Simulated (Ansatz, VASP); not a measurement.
## CaO in VASP and in Ansatz

```
Ca O
1.0
     0.00000    2.44900    2.44900
     2.44900    0.00000    2.44900
     2.44900    2.44900    0.00000
Ca O
1 1
Direct
  0.03062 0.03062 0.96938
  0.50000 0.50000 0.50000
```

Change from the starting cell: all Ca atoms moved +0.150 Å, as atom 1 along Cartesian [0 0 1].

Alike in both runs: task single point; functional PBE; k mesh 8 × 8 × 8; occupations gaussian, width 0.05 eV; no spin polarisation.

|  | VASP | Ansatz |
| --- | --- | --- |
| version | VASP 6.6.1 | Ansatz 0.2.0 |
| potentials or method | VASP PAW PBE potentials, release 64 (Ca_sv, O) | scalar-relativistic, plane waves, PAW |
| plane-wave cutoff (eV) | 520 | 420 |
| valence electrons in the cell | 16 | 16 |

```tsv
	VASP	Ansatz	Ansatz less VASP
gap on the k mesh at the Fermi level (eV)	3.72	3.73	+0.015
least direct gap on the mesh (eV)	4.05	4.06	+0.016
pressure (GPa)	-2.7	-3.2	-0.48
largest component of the traceless stress (GPa)	1.82	1.74	-0.082
rms of the force components (eV/Å)	0.230	0.218	-0.0118
```

Atom by atom the forces differ by 0.012 eV/Å (rms over components).

A k mesh can miss the band edges.
